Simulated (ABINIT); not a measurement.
A run of ABINIT 10.8.3 (patched build) is set up as follows.

Contents of run.abi:

```
# Pseudopotentials
pp_dirpath "./"
pseudos "Pt.upf, S.upf"

# Structure
acell 3*1.0 Angstrom
rprim
     3.5432000000     0.0000000000     0.0000000000
    -1.7716000000     3.0685012107     0.0000000000
     0.0000000000     0.0000000000     5.0388000000
ntypat 2
znucl 78 16
natom 3
typat 1 2 2
xred
     0.0000000000     0.0000000000     0.0000000000
     0.6666666667     0.3333333333     0.7730000000
     0.3333333333     0.6666666667     0.2270000000

# Plane-wave basis
ecut 35.0

# k points
kptopt 1
ngkpt 7 7 4
nshiftk 1
shiftk 0.0 0.0 0.0

# Exchange and correlation
ixc 11

# Bands and occupations
nband 19
occopt 3
tsmear 0.05 eV

# SCF cycle
nstep 100
tolvrs 1.0e-10

# Output
iomode 3
prtwf 0
prtden 0
prteig 0
prtebands 0
prtvol 2
```

Potentials or basis: PseudoDojo NC SR PBE v0.4.1 standard.

Command:

```sh
$ mpirun --bind-to none -np 4 abinit run.abi > log 2>&1
```

Task: Predict the largest force.

Result: 1.242 eV/Å.

Task: What does it give for the band gap on the k mesh?

Result: 0.83 eV, indirect (least direct gap 1.01 eV).

Forces in eV/Å, atoms in the order of the input:
```
Pt   0.000  0.000  0.000
S    0.000  0.000 -1.242
S    0.000  0.000  1.242
```

Caveat: spin-orbit coupling is left out, which moves the levels of the heavy elements; an odd mesh through Γ misses points on the zone boundary, where band edges often lie; forces of over 1 eV/Å show positions far from the minimum, so gaps and moduli don't describe the material at rest.
